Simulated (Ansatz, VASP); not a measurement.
InP: VASP beside Ansatz

```
In P
1.0
     0.00000    2.93909    2.93909
     2.93909    0.00000    2.93909
     2.93909    2.93909    0.00000
In P
1 1
Direct
  0.00000 0.00000 0.00000
  0.25000 0.25000 0.25000
```

Alike in both runs: functional PBEsol; k mesh 10 × 10 × 10; no spin polarisation.

Ansatz relaxed the structure, and its values are those at the end. VASP's run is a single point on that final structure, the one shown.

```csv
,VASP,Ansatz
version,VASP 6.6.1,Ansatz 0.2.0
potentials or method,"VASP PAW PBE potentials, release 64 (In_d, P)","scalar-relativistic, plane waves, PAW"
plane-wave cutoff (eV),520,420
occupations,"gaussian, width 0.01 eV",fixed
valence electrons in the cell,18,18
```

|  | VASP | Ansatz | Ansatz less VASP |
| --- | --- | --- | --- |
| gap on the k mesh at the Fermi level (eV) | 0.57 | 0.57 | +0.002 |
| least direct gap on the mesh (eV) | 0.57 | 0.57 | +0.002 |
| pressure (GPa) | 0.0 | 0.0 | +0.02 |

Caveats: the PAW data sets were made with another functional, which shifts forces and pressure a little (VASP); spin-orbit coupling is left out, which moves the levels of the heavy elements.
